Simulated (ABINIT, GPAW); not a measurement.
This is a calculation of SnO for GPAW 26.7.0 (ASE script). The cell comes from a database or a generator and needn't be the stable form of this composition.

run.py

```python
from ase import Atoms
from ase.dft.bandgap import bandgap
from ase.io import write
from ase.units import Bohr, GPa
from gpaw import GPAW, PW
from gpaw.elf import elf_from_dft_calculation

atoms = Atoms(['Sn', 'O'],
              cell=[[3.13193, 0.0, 0.0],
                    [0.0, 3.13193, 0.0],
                    [0.0, 0.0, 3.13193]],
              scaled_positions=[[0.0, 0.0, 0.0],
                                [0.5, 0.5, 0.5]],
              pbc=True)

calc = GPAW(mode=PW(800),
            xc='PBE',
            kpts={'size': (9, 9, 9), 'gamma': True},
            occupations={'name': 'fermi-dirac', 'width': 0.05},
            nbands=19,
            convergence={'density': 1e-05, 'energy': 1e-05},
            maxiter=150,
            txt='gpaw.txt')
atoms.calc = calc
energy = atoms.get_potential_energy()
forces = atoms.get_forces()
stress = atoms.get_stress()
calc.write('gs.gpw')
write('result.traj', atoms)
print(f'Energy: {energy:.6f} eV')
print('Forces (eV/A):')
print(forces.round(4))
print('Stress (GPa):', (stress / GPa).round(3))
print('Fermi level:', round(calc.get_fermi_level(), 4), 'eV')
print(f'Gap: {bandgap(calc)[0]:.4f} eV, direct: {bandgap(calc, direct=True)[0]:.4f} eV')

# fields on the real-space grid
write('density.cube', atoms, data=calc.get_pseudo_density() * Bohr**3)
write('potential.cube', atoms, data=calc.get_electrostatic_potential())
write('elf.cube', atoms, data=elf_from_dft_calculation(calc).data)
```

Potentials or basis: GPAW PAW data sets (gpaw-data 1.2.1), pw.

Launch:

```console
$ OMP_NUM_THREADS=1 python run.py
```

What does the same run look like in ABINIT 10.8.3 (patched build)? Potentials or basis there: JTH PAW PBE v2.0, cutoff 626 eV.

As run (cutoffs and basis follow the program's own potentials, and thresholds, step limits or extra output files can differ):

The input run.abi:

```
pp_dirpath "./"
pseudos "Sn.GGA_PBE-JTH.xml, O.GGA_PBE-JTH.xml"

structure "poscar:POSCAR"
natom 2

ecut 23.0
pawecutdg 45.0
pawxcdev 0

kptopt 1
ngkpt 9 9 9
nshiftk 1
shiftk 0.0 0.0 0.0

ixc 11

nband 14
occopt 3
tsmear 0.05 eV

nstep 100
tolvrs 1.0e-9

iomode 3
prtwf 0
prtden 0
prteig 0
prtebands 0
```

The input POSCAR:

```
SnO
1.0
    3.1319300000      0.0000000000      0.0000000000
    0.0000000000      3.1319300000      0.0000000000
    0.0000000000      0.0000000000      3.1319300000
Sn O
1 1
Direct
    0.0000000000      0.0000000000      0.0000000000  Sn
    0.5000000000      0.5000000000      0.5000000000  O
```

Potentials or basis: JTH PAW PBE v2.0.

Launch:

```bash
$ abinit run.abi > log 2>&1
```

Both were run:

|  | GPAW | ABINIT |
| --- | --- | --- |
| Pressure | -0.4 GPa | -0.2 GPa |

Pressure is positive in compression.
